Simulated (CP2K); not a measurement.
A run of CP2K 2026.2:

Contents of ir_scf.inp:

```
&GLOBAL
  PROJECT ir_scf
  RUN_TYPE ENERGY_FORCE
  PRINT_LEVEL LOW
&END GLOBAL
&FORCE_EVAL
  METHOD QS
  STRESS_TENSOR ANALYTICAL
  &DFT
    BASIS_SET_FILE_NAME BASIS_MOLOPT_UZH
    POTENTIAL_FILE_NAME POTENTIAL_UZH
    &MGRID
      CUTOFF 450
      REL_CUTOFF 60
      NGRIDS 4
    &END MGRID
    &QS
      METHOD GPW
      EPS_DEFAULT 1.0E-10
    &END QS
    &KPOINTS
      SCHEME MONKHORST-PACK 12 12 12
      GAMMA_CENTERED T
      SYMMETRY T
      SYMMETRY_BACKEND SPGLIB
    &END KPOINTS
    &SCF
      SCF_GUESS ATOMIC
      EPS_SCF 1.0E-6
      MAX_SCF 100
      ADDED_MOS 11
      CHOLESKY OFF
      EPS_EIGVAL 1.0E-7
      &DIAGONALIZATION ON
        ALGORITHM STANDARD
      &END DIAGONALIZATION
      &MIXING ON
        METHOD BROYDEN_MIXING
        ALPHA 0.4
        BETA 1.5
        NBUFFER 8
      &END MIXING
      &SMEAR ON
        METHOD GAUSSIAN
        SIGMA [eV] 0.05
      &END SMEAR
    &END SCF
    &XC
      &XC_FUNCTIONAL PBE
      &END XC_FUNCTIONAL
    &END XC
    &PRINT
      &KPOINTS ON
      &END KPOINTS
      &MULLIKEN ON
      &END MULLIKEN
      &MO ON
        ENERGIES T
        OCCUPATION_NUMBERS T
        &EACH
          QS_SCF 0
        &END EACH
        ADD_LAST NUMERIC
      &END MO
      &LOWDIN ON
      &END LOWDIN
      &HIRSHFELD ON
        SHAPE_FUNCTION DENSITY
      &END HIRSHFELD
      &E_DENSITY_CUBE ON
        STRIDE 1
      &END E_DENSITY_CUBE
      &V_HARTREE_CUBE ON
        STRIDE 1
      &END V_HARTREE_CUBE
      &ELF_CUBE ON
        STRIDE 1
      &END ELF_CUBE
    &END PRINT
  &END DFT
  &SUBSYS
    &CELL
      ABC 2.7090675001 2.7090675000 2.7090675000
      ALPHA_BETA_GAMMA 60.0000000004 60.0000000005 60.0000000004
      PERIODIC XYZ
    &END CELL
    &COORD
      SCALED
      Ir  0.0000000000 0.0000000000 0.0000000000
    &END COORD
    &KIND Ir
      BASIS_SET TZVP-MOLOPT-PBE-GTH-q17
      POTENTIAL GTH-PBE-q17
    &END KIND
    &PRINT
      &ATOMIC_COORDINATES ON
      &END ATOMIC_COORDINATES
      &CELL ON
      &END CELL
    &END PRINT
  &END SUBSYS
  &PRINT
    &FORCES ON
    &END FORCES
    &STRESS_TENSOR ON
    &END STRESS_TENSOR
  &END PRINT
&END FORCE_EVAL
```

Potentials or basis: POTENTIAL_UZH Ir GTH-PBE-q17; TZVP-MOLOPT-PBE-GTH basis.

Launch:

```sh
$ OMP_NUM_THREADS=1 cp2k.psmp -i ir_scf.inp -o ir_scf.out
```

Hardware: 1 thread of Arm Neoverse N1 (shared host).

Task: How long does it take, and how much memory?

Result: It took 4.1 min on 1 thread of Arm Neoverse N1 (shared host), peak memory 0.29 GiB. Counts: scf iterations 11, k points 72, basis 35, bands 20, force evaluations 1.
